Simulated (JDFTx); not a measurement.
Sc under changes of volume

One of the cells (23.086 Å³/atom); the others are scaled copies at fixed shape and fractional positions:

```
Sc
1.0
     0.00000    2.26000    2.26000
     2.26000    0.00000    2.26000
     2.26000    2.26000    0.00000
Sc
1
Direct
  0.00000 0.00000 0.00000
```

This isn't the form of Sc at room conditions, which is hcp.

```yaml
Program: JDFTx 1.7.0 (patched build)
Functional: PBE
Potentials_or_basis: PseudoDojo-SR-PBE-0.5-standard
Cutoff: 1061 eV
Density_cutoff: 4245 eV
k_mesh: 10 × 10 × 10
Occupations: fermi-dirac, width 0.05 eV
Spin: no spin polarisation
```

```tsv
volume (Å³/atom)	energy over the lowest point (meV/atom)	pressure (GPa)
21.701	67.92	8.1
22.163	?	?
22.625	30.10	5.1
23.086	17.32	3.8
23.548	8.23	2.6
24.010	2.55	1.5
24.472	0.00	0.4
```

Q: What does the run at 22.163 Å³/atom give?

A: Energy over the lowest point 46.87 meV/atom; pressure 6.6 GPa.

Worked out: A Birch-Murnaghan fit of order 3 (a polynomial in V^(-2/3)) to the other rows has its minimum at 24.64 Å³/atom, just outside them, with B0 = V·E''(V) = 53 GPa and B' = 3.1. It gives 46.85 meV/atom at 22.163 Å³/atom, against the run's 46.87, and -dE/dV = 6.5 GPa, against 6.6.

Energies are extrapolated to zero smearing.
